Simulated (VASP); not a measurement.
Here is a VASP 6.6.1 calculation.

The input INCAR:

```
  ALGO = Normal
  EDIFF = 1E-6
  ENCUT = 520
  GGA = PE
  ISIF = 2
  ISMEAR = -1
  LASPH = T
  LCHARG = T
  LELF = T
  LREAL = F
  LVHAR = T
  LWAVE = F
  NBANDS = 15
  NELM = 100
  PREC = Accurate
  SIGMA = 0.05
```

File KPOINTS:

```
k-points
0
Gamma
  7 7 7
```

Contents of POSCAR:

```
KCl
1.0
    0.0000000000      3.1253521154      3.1253521154
    3.1253521154      0.0000000000      3.1253521154
    3.1253521154      3.1253521154      0.0000000000
K Cl
1 1
Direct
    0.0000000000      0.0000000000      0.0000000000
    0.5000000000      0.5000000000      0.5000000000
```

Potentials or basis: VASP PAW PBE potentials, release 64 (K_sv, Cl).

Command:

```bash
$ cat potpaw_PBE.64/K_sv/POTCAR potpaw_PBE.64/Cl/POTCAR > POTCAR
$ mpirun -np 1 vasp_std > vasp.out
```

Q: Estimate the band gap on the k mesh.

A: 5.26 eV, direct.

Q: Estimate the pressure.

A: 1.2 GPa.

**The experiment to reproduce.**

From a printed reference work, monograph, for a bulk crystal of KCl: band gap 8.68 eV.

A measured gap of KCl is 8.68 eV (a printed reference work, monograph); the calculated 5.26 eV misses it by -3.42 eV. The value is that of PBE on a finite k mesh, which can miss the band edges, without temperature or zero-point motion. Semilocal functionals fall short of measured gaps as a rule.
